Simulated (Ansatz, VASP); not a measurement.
## BeS in VASP and in Ansatz

```xyz
2
Lattice="0.0000 2.3173 2.3173 2.3173 0.0000 2.3173 2.3173 2.3173 0.0000" Properties=species:S:1:pos:R:3 pbc="T T T"
Be    0.0000    0.0000    0.0000
S     2.3173    2.3173    2.3173
```

Alike in both runs: task single point; functional HSE06; k mesh 6 × 6 × 6; no spin polarisation.

|  | VASP | Ansatz |
| --- | --- | --- |
| version | VASP 6.6.1 | Ansatz 0.2.0 |
| potentials or method | VASP PAW PBE potentials, release 64 (Be, S) | plane waves, PAW |
| plane-wave cutoff (eV) | 520 | 420 |
| occupations | gaussian, width 0.01 eV | fixed |
| valence electrons in the cell | 8 | 8 |

|  | VASP | Ansatz | Ansatz less VASP |
| --- | --- | --- | --- |
| gap on the k mesh at the Fermi level (eV) | 1.74 | 1.75 | +0.011 |
| pressure (GPa) | -2.0 | -1.8 | +0.21 |

Ansatz warned: «stress_exchange_threshold_loose».

Caveats: the PAW data sets were made with another functional, which shifts forces and pressure a little (VASP). A k mesh can miss the band edges.
